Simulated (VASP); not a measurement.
Input of a VASP 6.6.1 run:

File INCAR:

```
SYSTEM = GeH
PREC = Accurate
ENCUT = 520
EDIFF = 1E-6
ISMEAR = 0
SIGMA = 0.1
LREAL = .FALSE.
LASPH = .TRUE.
NELM = 60
ALGO = Normal
ISIF = 2
LWAVE = .FALSE.
LCHARG = .FALSE.
GGA = PE
NBANDS = 14
```

KPOINTS

```
Automatic mesh
0
G
  16 16 16
  0 0 0
```

The input POSCAR:

```
GeH
1.0
    0.0000000000      2.2568989164      2.2568989164
    2.2568989164      0.0000000000      2.2568989164
    2.2568989164      2.2568989164      0.0000000000
Ge H
1 1
Direct
    0.0000000000      0.0000000000      0.0000000000
    0.5000000000      0.5000000000      0.5000000000
```

Potentials or basis: VASP PAW PBE potentials, release 64 (Ge_d, H).

The run is started by

```sh
$ cat potpaw_PBE.64/Ge_d/POTCAR potpaw_PBE.64/H/POTCAR > POTCAR
$ mpirun -np 1 vasp_std > vasp.out
```

**Question.** What does it give for the band gap on the k mesh?

**Answer.** None (metal or under the smearing width).

**Question.** Predict the pressure.

**Answer.** 0.4 GPa.
